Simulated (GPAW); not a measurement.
Here is a GPAW 26.7.0 calculation.

The input run.py:

```python
from ase import Atoms
from ase.filters import FrechetCellFilter
from ase.io import write
from ase.optimize import BFGS
from gpaw import GPAW, PW, setup_paths

setup_paths.insert(0, '.')

atoms = Atoms(['Ru', 'Ru'],
              cell=[[2.7058, 0.0, 0.0],
                    [-1.3529, 2.3432915376, 0.0],
                    [0.0, 0.0, 4.2819]],
              scaled_positions=[[0.6666666667, 0.3333333333, 0.75],
                                [0.3333333333, 0.6666666667, 0.25]],
              pbc=True)

calc = GPAW(mode=PW(600),
            xc='PBEsol',
            kpts={'size': (8, 8, 5), 'gamma': True},
            occupations={'name': 'fermi-dirac', 'width': 0.05},
            nbands=29,
            convergence={'density': 1e-05, 'forces': 0.0001},
            maxiter=150,
            txt='gpaw.txt')
atoms.calc = calc
opt = BFGS(FrechetCellFilter(atoms), trajectory='relax.traj', logfile='-')
done = opt.run(fmax=0.02, steps=60)
calc.write('gs.gpw')
write('result.traj', atoms)
print('Converged:', done)
print('Cell:', atoms.cell.cellpar().round(4))
print('Volume:', round(atoms.get_volume(), 4))
print(atoms.get_scaled_positions().round(5))
```

Potentials or basis: PAW data sets generated in the run's folder for this functional, pw.

Command:

```bash
$ gpaw-setup -f PBEsol Ru
$ OMP_NUM_THREADS=1 python run.py
```

**Question.** Predict the relaxed volume.

**Answer.** 13.26 Å³/atom.

**Question.** Estimate the relaxed cell.

**Answer.** a = 2.686 Å, b = 2.686 Å, c = 4.246 Å, α = 90.00°, β = 90.00°, γ = 120.00°.

The path:
| step | energy change (eV) | largest force (eV/Å) | pressure (GPa) | volume (Å³) |
| --- | --- | --- | --- | --- |
| 1 | 0.0000 | 0.0000 | -7.46 | 27.15 |
| 2 | -0.0115 | 0.0000 | -3.13 | 26.78 |
| 3 | -0.0135 | 0.0000 | 0.11 | 26.53 |

Caveat: later steps reuse the first step's grids.
